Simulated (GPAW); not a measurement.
AgCl (Chlorargyrite):

```
Ag Cl
1.0
     0.00000    2.73500    2.73500
     2.73500    0.00000    2.73500
     2.73500    2.73500    0.00000
Ag Cl
1 1
Direct
  0.00000 0.00000 0.00000
  0.50000 0.50000 0.50000
```

Base run:

```yaml
Program: GPAW 26.7.0
Functional: PBEsol
Potentials_or_basis: PAW data sets generated in the run's folder for this functional
Cutoff: 600 eV
Basis: pw
k_mesh: 8 × 8 × 8
Occupations: fermi-dirac, width 0.05 eV
Spin: no spin polarisation
Hubbard_terms: Ag d U = 2 eV
```

Its results: band gap on the k mesh 1.14 eV, indirect (least direct gap 3.32 eV); pressure -0.2 GPa.

Problem. The run is repeated on the same cell with these changes: hubbard terms from Ag d U = 2 eV to Ag d U = 3 eV. What comes out?

Solution. Band gap on the k mesh 1.35 eV, indirect (least direct gap 3.36 eV); pressure 0.0 GPa.

Not every run made on this cell is shown here.
